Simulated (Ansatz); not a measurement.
Here is an Ansatz input file for KI, space group Cmcm. Write the same calculation for the Python package.

```yaml
crystal:
  lattice:
    - [2.51266, -4.25523, 0.0]
    - [2.51266, 4.25523, 0.0]
    - [0.0, 0.0, 8.67659]
  atoms:
    - { symbol: K, position: [0.5, 0.5, 0.5] }
    - { symbol: K, position: [0.5, 0.5, 0.0] }
    - { symbol: I, position: [0.84023, 0.15977, 0.25] }
    - { symbol: I, position: [0.15977, 0.84023, 0.75] }
basis:
  ecutwfc: 489.804952427784
kpoints:
  mp_grid:
    grid: [4, 4, 2]
hamiltonian:
  xc: lda
scf:
  convergence:
    dr2_threshold: 1.0e-09
  mixing:
    algorithm: anderson
  occupations:
    method: fixed
phonons:
  method: dfpt
  qpoints:
    - [0.0, 0.0, 0.0]
    - [0.5, 0.0, 0.0]
    - [0.5, 0.5, 0.0]
```

`ki_dfpt.py`:
```python
from pathlib import Path

import ansatz as az
import numpy as np


def main() -> None:
    cell = (
        az.Lattice.of((2.51266, -4.25523, 0.0), (2.51266, 4.25523, 0.0), (0.0, 0.0, 8.67659))
        .atom("K", (0.5, 0.5, 0.5))
        .atom("K", (0.5, 0.5, 0.0))
        .atom("I", (0.84023, 0.15977, 0.25))
        .atom("I", (0.15977, 0.84023, 0.75))
    )

    calculation = (
        cell.calculation()
        .occupations("fixed")
        .basis(18 * az.Ha)
        .scf(tolerance=1e-09)
        .mixing("anderson")
        .functional("lda")
        .kpoints(4, 4, 2)
        .phonons("dfpt", points=[(0, 0, 0), (0.5, 0, 0), (0.5, 0.5, 0)])
    )
    result = calculation.run(threads=1, runs_dir="runs")
    ph = result.phonons

    for q in ph.qpoints:
        print("q =", np.round(q.q_frac, 3), "1/cm:", " ".join(f"{w:.1f}" for w in q.omega_inv_cm))


if __name__ == "__main__":
    main()
```

```console
$ python ki_dfpt.py
q = [0. 0. 0.] 1/cm: -0.0 -0.0 -0.0 37.0 39.6 56.8 57.3 63.1 70.7 76.5 77.4 124.3
q = [0.5 0.  0. ] 1/cm: 29.0 38.6 38.9 41.9 45.7 55.0 62.8 68.8 71.3 79.5 92.2 111.3
q = [0.5 0.5 0. ] 1/cm: 30.9 37.1 41.0 42.8 44.7 53.1 67.7 68.5 75.9 77.9 88.5 110.1
```

Notes:
- These settings explore the input space; cutoff and mesh may be short of convergence.
- The cell isn't relaxed first, so the values belong to this volume.
- No non-analytic term is added, so at the zone centre the longitudinal optical modes of a polar crystal aren't split off.
- This cell is a computed structure, which may not be the phase found in nature.
- The structure is taken as given; imaginary modes can come from an unrelaxed or unstable start.
- Hardware and time: 5.8 min on 1 thread of Arm Neoverse V1, with other jobs on the host, peak memory 0.83 GiB.

(Lines on the test bed's own set-up are left out of the output.)
